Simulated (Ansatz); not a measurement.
BeO in space group P6_3mc (No. 186; Pearson symbol hP12), plane-wave PAW LDA (Ansatz code). The conduction-band minimum lies at M, with 3 equivalent valleys. Second derivatives d²E/dk² of the lowest band at one valley (eV·Å²), along Cartesian directions:

```
direction  d²E/dk²
---------  -------
[100]        16.98
[010]        10.97
[001]        7.949
[110]        13.98
[101]        12.46
[011]        9.462
```

Question: Find the principal effective masses, the density-of-states mass and the conductivity mass.

Answer: Off-diagonal terms follow from H_xy = H[110] − (H_xx + H_yy)/2, and m*/mₑ = 7.620 eV·Å² over each eigenvalue: 0.45, 0.69, 0.96. One valley's DOS mass (m₁m₂m₃)^(1/3) = 0.67, conductivity mass 3/(Σ 1/mᵢ) = 0.64 mₑ.

Question: What effective density of states Nc follows at 300 K for parabolic valleys?

Answer: Nc = 2.509e19 × 3 × (0.67)^(3/2) ≈ 4.1e19 cm⁻³.

Question: With the computed static dielectric constant 6.78 (mean of the diagonal), estimate a hydrogenic donor's binding energy and radius.

Answer: E = 13.606 eV × 0.64/6.78² ≈ 190 meV; a = 0.529 Å × ε/m* ≈ 5.6 Å. Semilocal masses tend to be too small where the gap is.

A made-up cell: these elements were put on the sites of a structure type. Its sites differ from those of the usual phase in this space group: another stacking or structure type. Symmetry was held in the LDA relaxation; phonons on a q-mesh show no instability.

Potentials: the later of the program's two PAW sets.
